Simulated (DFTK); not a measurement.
# InAs (F-43m) in DFTK: a series of runs

The runs below take InAs through single point, with PBE.

Program: DFTK 0.8.2. These are calculated values, not measurements. Logs are shortened: lines on timing, memory, paths and dates and some standing lists are left out, and cuts for length are marked.

**Measured values to compare with.**

A printed reference work, data compilation reports, for a bulk crystal of InAs at 4.2 K: band gap 0.418 eV (direct).

The runs below are set against these values where they give the same quantity.

## 1. Starting point

Symmetry: F-43m, No. 216, cubic system. The conventional cell has a = 6.036 Å, b = 6.036 Å, c = 6.036 Å, α = 90.00°, β = 90.00°, γ = 90.00°. In (site symmetry -43m) has 4 As at 2.61 Å as nearest neighbours. Around As (site symmetry -43m) lie 4 In at 2.61 Å.

## 2. Single point, PBE

run.jl

```julia
using DFTK
using PseudoPotentialData
using Unitful, UnitfulAtomic
using LinearAlgebra, Printf
include("save.jl")
disable_threading()

# lattice vectors are the columns
lattice = austrip(1u"Å") * [           0.0          3.018          3.018;
                    3.018            0.0          3.018;
                    3.018          3.018            0.0]
symbols   = [:In, :As]
positions = [[0.0, 0.0, 0.0],
             [0.75, 0.75, 0.75]]
pseudopotentials = PseudoFamily("dojo.nc.sr.pbe.v0_4_1.standard.upf")
elements = Dict(s => ElementPsp(s, pseudopotentials) for s in unique(symbols))
atoms    = [elements[s] for s in symbols]

build_model(lattice, positions; symmetries=true) =
    model_DFT(lattice, atoms, positions;
              functionals=PBE(),
              temperature=austrip(0.1u"eV"),
              smearing=Smearing.MarzariVanderbilt(),
              symmetries)
Ecut  = 42.0  # hartree
kgrid = [8, 8, 8]
tol   = 1e-6
to_GPa = ustrip(uconvert(u"GPa", 1u"hartree/bohr^3"))

model = build_model(lattice, positions)
basis = PlaneWaveBasis(model; Ecut, kgrid)
display(basis)
scfres = self_consistent_field(basis;
                               tol,
                               nbandsalg=AdaptiveBands(model; n_bands_converge=19))
display(scfres.energies)
@printf "Fermi level: %.6f eV\n" ustrip(auconvert(u"eV", something(scfres.εF, NaN)))
forces = compute_forces_cart(scfres)
println("Forces (eV/Å)")
for (s, f) in zip(symbols, forces)
    @printf "%-3s %12.6f %12.6f %12.6f\n" s ustrip.(auconvert.(u"eV/Å", f))...
end
stress = compute_stresses_cart(scfres)
println("Stress (GPa)")
display(round.(stress * to_GPa; digits=4))
println("Levels at the first k-point (eV): ", round.(ustrip.(auconvert.(u"eV", scfres.eigenvalues[1][1:scfres.n_bands_converge])); digits=4))
save_scf!(scfres; forces, stress)
```

Potentials or basis: dojo.nc.sr.pbe.v0_4_1.standard.upf (PBE).

Launch:

```console
julia --threads=1 run.jl  # save.jl only writes the numbers to a file and isn't shown; printed stress counts tension as positive; times include loading and compiling
```

Output:

```text
PlaneWaveBasis discretization:

    Ecut                 : 42.0 Ha
    fft_size             : (50, 50, 50), 125000 total points
    kgrid                : MonkhorstPack([8, 8, 8])
    num.   red. kpoints  : 512
    num. irred. kpoints  : 43

    Discretized Model(gga_x_pbe+gga_c_pbe, 3D):
        lattice (in Bohr)    : [0         , 5.70319   , 5.70319   ]
                               [5.70319   , 0         , 5.70319   ]
                               [5.70319   , 5.70319   , 0         ]
        unit cell volume     : 371.01 Bohr³

        atoms                : AsIn
        pseudopot. family    : PseudoFamily("dojo.nc.sr.pbe.v0_4_1.standard.upf")

        num. electrons       : 28
        spin polarization    : none
        temperature          : 0.0036749 Ha
        smearing             : DFTK.Smearing.MarzariVanderbilt()

        terms                : Kinetic()
                               AtomicLocal()
                               AtomicNonlocal()
                               Ewald(nothing)
                               PspCorrection()
                               Hartree()
                               Xc(gga_x_pbe, gga_c_pbe)
                               Entropy()
n     Energy            log10(ΔE)   log10(Δρ)   Diag   Δtime
---   ---------------   ---------   ---------   ----   ------
  1   -172.5235009784                   -0.98    4.8    15.6s
  2   -172.5340890526       -1.98       -1.49    1.0    6.07s
  3   -172.5348588337       -3.11       -1.87    2.4    9.04s
  4   -172.5348803281       -4.67       -2.57    1.1    6.57s
  5   -172.5348850051       -5.33       -3.10    3.0    7.75s
  6   -172.5348852643       -6.59       -3.29    2.0    8.55s
  7   -172.5348853916       -6.90       -4.03    1.0    6.55s
  8   -172.5348854048       -7.88       -4.45    2.7    8.36s
  9   -172.5348854057       -9.06       -4.70    1.7    7.04s
 10   -172.5348854060       -9.46       -5.61    2.0    7.08s
 11   -172.5348854060      -11.01       -6.14    2.7    9.17s
Energy breakdown (in Ha):
    Kinetic             118.0739330
    AtomicLocal         -143.1848783
    AtomicNonlocal      -67.0827739
    Ewald               -92.8949152
    PspCorrection       4.0931623
    Hartree             52.2903884
    Xc                  -43.8298595
    Entropy             0.0000578

    total               -172.534885406039
Fermi level: 4.114775 eV
Forces (eV/Å)
In      0.000000     0.000000     0.000000
As      0.000000     0.000000     0.000000
Stress (GPa)
3×3 StaticArraysCore.SMatrix{3, 3, Float64, 9} with indices SOneTo(3)×SOneTo(3):
 -4.3602   0.0      0.0
  0.0     -4.3602  -0.0
  0.0     -0.0     -4.3602
Levels at the first k-point (eV): [-30.8564, -30.8564, -30.8564, -30.8478, -30.8478, -10.253, -10.253, -10.253, -10.1275, -10.1275, -7.7044, 4.0247, 4.1946, 4.1946, 4.1946, 8.1166, 8.1166, 8.1166, 11.7428]
```

It took 3.4 min on 1 thread of AMD EPYC 9R45 (Zen 5), shared host; peak memory 2.1 GiB.

What came out:

```yaml
Free_energy: -4694.9134 eV
Pressure: 4.4 GPa
Band_gap_on_the_k_mesh: none (metal or under the smearing width)
```

Levels at points of the mesh, in eV from the Fermi level:
| k point | band 12 | band 13 | band 14 | band 15 | band 16 | band 17 |
| --- | --- | --- | --- | --- | --- | --- |
| (0.00, 0.00, 0.00) | -0.09 | 0.08 | 0.08 | 0.08 | 4.00 | 4.00 |
| (-0.50, 0.00, 0.00) | -5.71 | -0.91 | -0.91 | 1.05 | 4.77 | 4.77 |
| (-0.50, -0.50, 0.00) | -5.78 | -2.26 | -2.26 | 1.63 | 2.15 | 9.32 |

## 3. Single point, PBE

Edit run.jl of step 2 so:

```diff
@@ -22,3 +22,3 @@
               temperature=austrip(0.1u"eV"),
-              smearing=Smearing.MarzariVanderbilt(),
+              smearing=Smearing.MethfesselPaxton(1),
               symmetries)
```

Potentials or basis: dojo.nc.sr.pbe.v0_4_1.standard.upf (PBE).

Launch:

```console
julia --threads=1 run.jl  # save.jl only writes the numbers to a file and isn't shown; printed stress counts tension as positive; times include loading and compiling
```

It took 3.3 min on 1 thread of AMD EPYC 9R45 (Zen 5), shared host; peak memory 2.1 GiB.

The run converged. Its results:

```yaml
Free_energy: -4694.9136 eV
Pressure: 4.4 GPa
Band_gap_on_the_k_mesh: none (metal or under the smearing width)
```

Levels at points of the mesh, in eV from the Fermi level:
```tsv
k point	band 12	band 13	band 14	band 15	band 16	band 17
(0.00, 0.00, 0.00)	-0.19	-0.02	-0.02	-0.02	3.91	3.91
(-0.50, 0.00, 0.00)	-5.80	-1.01	-1.01	0.96	4.68	4.68
(-0.50, -0.50, 0.00)	-5.87	-2.35	-2.35	1.53	2.05	9.23
```

## 4. Single point, PBE

Edit run.jl of step 3 so:

```diff
@@ -22,3 +22,3 @@
               temperature=austrip(0.1u"eV"),
-              smearing=Smearing.MethfesselPaxton(1),
+              smearing=Smearing.MethfesselPaxton(2),
               symmetries)
```

Launch:

```console
julia --threads=1 run.jl  # save.jl only writes the numbers to a file and isn't shown; printed stress counts tension as positive; times include loading and compiling
```

It took 3.6 min on 1 thread of AMD EPYC 9R45 (Zen 5), shared host; peak memory 2.1 GiB.

It converged, with:

```
Free energy            : -4694.9135 eV
Pressure               : 4.4 GPa
Band gap on the k mesh : none (metal or under the smearing width)
```

Levels at points of the mesh, in eV from the Fermi level:
```csv
k point,band 10,band 11,band 12,band 13,band 14,band 15,band 16,band 17,band 18,band 19
"(0.00, 0.00, 0.00)",-14.34,-11.92,-0.19,-0.02,-0.02,-0.02,3.90,3.90,3.90,7.53
"(-0.50, 0.00, 0.00)",-14.33,-10.44,-5.81,-1.01,-1.01,0.95,4.67,4.67,6.87,9.07
"(-0.50, -0.50, 0.00)",-14.32,-9.89,-5.88,-2.36,-2.36,1.53,2.05,9.22,9.30,9.30
```

## 5. Overview

```csv
smearing,gap on the mesh (eV),pressure (GPa)
cold 0.1 eV,none,4.4
methfessel-paxton order 1 0.1 eV,none,4.4
methfessel-paxton order 2 0.1 eV,none,4.4
```

Alike in all rows: task single point; level PBE; potentials or basis dojo.nc.sr.pbe.v0_4_1.standard.upf (PBE); no spin polarisation; cell as given; k mesh 8 × 8 × 8; cutoff (eV) 1143.

Every run on the cell as given and a fine mesh finds a metal.

Absolute energies hang on the potentials; compare differences alone.

## 6. Against experiment

Step 2. Against the measured gap of InAs, 0.418 eV (direct; 4.2 K; a printed reference work, data compilation), the calculated 0.00 eV is off by -0.42 eV. Spin-orbit coupling on As, In is left out. The value is that of PBE on a finite k mesh, which can miss the band edges, without temperature or zero-point motion. Semilocal functionals fall short of measured gaps as a rule.

Step 3. A measured gap of InAs is 0.418 eV (direct; 4.2 K; a printed reference work, data compilation); the calculated 0.00 eV misses it by -0.42 eV. Spin-orbit coupling on As, In is left out. The value is that of PBE on a finite k mesh, which can miss the band edges, without temperature or zero-point motion. Semilocal functionals fall short of measured gaps as a rule.

Step 4. Measured gap of InAs: 0.418 eV (direct; 4.2 K; a printed reference work, data compilation). This calculation gives 0.00 eV (-0.42 eV). Spin-orbit coupling on As, In is left out. The value is that of PBE on a finite k mesh, which can miss the band edges, without temperature or zero-point motion. Semilocal functionals fall short of measured gaps as a rule.
